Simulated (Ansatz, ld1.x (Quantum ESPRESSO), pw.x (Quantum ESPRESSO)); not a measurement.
**pw.x on bcc Al: one setting changed**

Potential: PAW, ld1.x (Quantum ESPRESSO) 7.5, PBE; core [Ne], reference 3s2 3p1; waves: 3s (bound): rcut 2.78, rcutus 3.08 bohr; 3s channel at 0.15 Ry: rcut 2.78, rcutus 3.08 bohr; 3p (bound): rcut 1.66, rcutus 2.28 bohr; 3p channel at 0.75 Ry: rcut 1.66, rcutus 2.28 bohr; 3d channel at 0.05 Ry: rcut 2.04, rcutus 2.52 bohr; 3d channel at 1.5 Ry: rcut 2.04, rcutus 2.52 bohr; local part: all-electron potential smoothed inside 2.04 bohr (lloc = -2); core correction: a·sin(br)/r model core inside 1.60 bohr; augmentation: PSQ, inside the norm-conserving radii.

The reference run (k-mesh 14³, cutoffs 40/320 Ry, Fermi–Dirac 0.01 Ry, mixing_beta 0.4, conv_thr 1e-9, no spin) gives 0.15 GPa at 16.945 Å³/atom, where all-electron LAPW gives 0.07 GPa. This run, with its own iteration cap, changes mixing_beta to 0.05.

```
&control
  calculation='scf', prefix='x', pseudo_dir='./', outdir='./tmp', tstress=.true., disk_io='none'
/
&system
  ibrav=0, nat=1, ntyp=1, ecutwfc=40, ecutrho=320, nbnd=8,
  occupations='smearing', smearing='fd', degauss=0.01
/
&electrons
  conv_thr=1e-09, mixing_beta=0.05, electron_maxstep=70
/
ATOMIC_SPECIES
Al 1.0 Al.UPF
CELL_PARAMETERS angstrom
  -1.61805716 1.61805716 1.61805716
  1.61805716 -1.61805716 1.61805716
  1.61805716 1.61805716 -1.61805716
ATOMIC_POSITIONS crystal
Al 0.0000 0.0000 0.0000
K_POINTS automatic
14 14 14 0 0 0
```

```bash
pw.x < Al.scf.in > Al.scf.out
```

Q: How does the run end?

A: It converges in 10 iterations; the free energy moves by +0.0 meV/atom and the pressure by +0.00 GPa. The result is that of the reference run.

```
Message from routine setup:
     using ibrav=0 with symmetry is DISCOURAGED, use correct ibrav instead
     lattice parameter (alat)  =       5.2961  a.u.
     unit-cell volume          =     114.3505 (a.u.)^3
     number of electrons       =         3.00
     number of Kohn-Sham states=            8
     kinetic-energy cutoff     =      40.0000  Ry
     charge density cutoff     =     320.0000  Ry
     scf convergence threshold =      1.0E-09
     Exchange-correlation= SLA  PW   PBX  PBC
     number of k points=   104  Fermi-Dirac smearing, width (Ry)=  0.0100
     iteration #  1     ecut=    40.00 Ry     beta= 0.05
     total energy              =     -39.49781277 Ry
     estimated scf accuracy    <       0.00527785 Ry
     iteration #  2     ecut=    40.00 Ry     beta= 0.05
     total energy              =     -39.49643639 Ry
     estimated scf accuracy    <       0.00473446 Ry
     iteration #  3     ecut=    40.00 Ry     beta= 0.05
     total energy              =     -39.49656406 Ry
     estimated scf accuracy    <       0.00000528 Ry
     iteration #  4     ecut=    40.00 Ry     beta= 0.05
     total energy              =     -39.49655391 Ry
     estimated scf accuracy    <       0.00000634 Ry
     iteration #  5     ecut=    40.00 Ry     beta= 0.05
     total energy              =     -39.49656261 Ry
     estimated scf accuracy    <       0.00003341 Ry
     iteration #  6     ecut=    40.00 Ry     beta= 0.05
     total energy              =     -39.49656447 Ry
     estimated scf accuracy    <       0.00000021 Ry
     iteration #  7     ecut=    40.00 Ry     beta= 0.05
     total energy              =     -39.49656454 Ry
     estimated scf accuracy    <       0.00000019 Ry
     iteration #  8     ecut=    40.00 Ry     beta= 0.05
     total energy              =     -39.49656455 Ry
     estimated scf accuracy    <       0.00000002 Ry
     iteration #  9     ecut=    40.00 Ry     beta= 0.05
     total energy              =     -39.49656455 Ry
     estimated scf accuracy    <          1.9E-09 Ry
     iteration # 10     ecut=    40.00 Ry     beta= 0.05
     the Fermi energy is     7.6125 ev
!    total energy              =     -39.49656455 Ry
     estimated scf accuracy    <          2.3E-10 Ry
     smearing contrib. (-TS)   =      -0.00173982 Ry
     The total energy is F=E-TS. E is the sum of the following terms:
     one-electron contribution =       3.12213474 Ry
     hartree contribution      =       0.00210158 Ry
     xc contribution           =      -2.03193633 Ry
     ewald contribution        =      -5.35586600 Ry
     one-center paw contrib.   =     -35.23125871 Ry
     convergence has been achieved in  10 iterations
          total   stress  (Ry/bohr**3)                   (kbar)     P=        1.48
     Message from routine punch:
     Nothing written, as per user request (disk_io='none')
```

The run took about 11 s on one core of a shared host (Neoverse-V1, 32 threads, 247 GiB, load 19).
